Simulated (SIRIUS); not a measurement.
# Nb in SIRIUS: convergence with wave cutoff

Input of the first run (wave cutoff 281.7 eV); the others differ in this setting and in those tied to it:

File sirius.json:

```json
{
  "control": {
    "processing_unit": "cpu",
    "verbosity": 2,
    "num_bands_to_print": 13,
    "print_forces": true,
    "print_stress": true
  },
  "parameters": {
    "electronic_structure_method": "pseudopotential",
    "xc_functionals": ["XC_LDA_X", "XC_LDA_C_PW"],
    "gk_cutoff": 4.55,
    "pw_cutoff": 9.1,
    "ngridk": [11, 11, 11],
    "shiftk": [0, 0, 0],
    "smearing": "cold",
    "smearing_width": 0.0018374661,
    "num_bands": 13,
    "num_mag_dims": 0,
    "num_dft_iter": 100,
    "energy_tol": 1e-08,
    "density_tol": 1e-06
  },
  "iterative_solver": {
    "type": "davidson",
    "min_tolerance": 1e-10
  },
  "mixer": {
    "type": "anderson",
    "beta": 0.7,
    "max_history": 8
  },
  "settings": {
    "tol_ne": 1e-10
  },
  "unit_cell": {
    "lattice_vectors": [
      [-3.144409785071, 3.144409785071, 3.144409785071],
      [3.144409785071, -3.144409785071, 3.144409785071],
      [3.144409785071, 3.144409785071, -3.144409785071]
    ],
    "atom_coordinate_units": "lattice",
    "atom_types": ["Nb"],
    "atom_files": {
      "Nb": "Nb.json"
    },
    "atoms": {
      "Nb": [
        [0.0, 0.0, 0.0]
      ]
    }
  }
}
```

Potentials or basis: PseudoDojo 0.4.1 LDA standard (scalar relativistic).

Launch:

```sh
$ upf_to_json Nb.upf
$ OMP_NUM_THREADS=1 sirius.scf --input=sirius.json --output=out.json --task=0
```

Hardware: 1 thread of Arm Neoverse V2, on a shared host.

```csv
wave cutoff,energy less the tightest run (meV/atom),pressure (GPa),SCF cycles,CPU time (s),peak memory (GiB)
281.7 eV,14676.70,-166.71,13,4.2,0.17
405.6 eV,6312.01,-119.99,16,6.5,0.18
552.1 eV,1899.09,-66.37,15,7.8,0.19
721.1 eV,344.13,-27.49,14,12,0.22
912.6 eV,26.67,-13.28,15,11,0.24
1126.7 eV,0.77,-11.06,15,20,0.28
1488.6 eV,0.21,-11.03,15,29,0.34
1904.1 eV,0.00,-11.03,15,45,0.43
```

Against the tightest run, the energy stays within 1 meV/atom from 1126.7 eV on; the pressure stays within 0.1 GPa from 1126.7 eV on. The tightest run that finished is the yardstick and may itself not be fully converged.
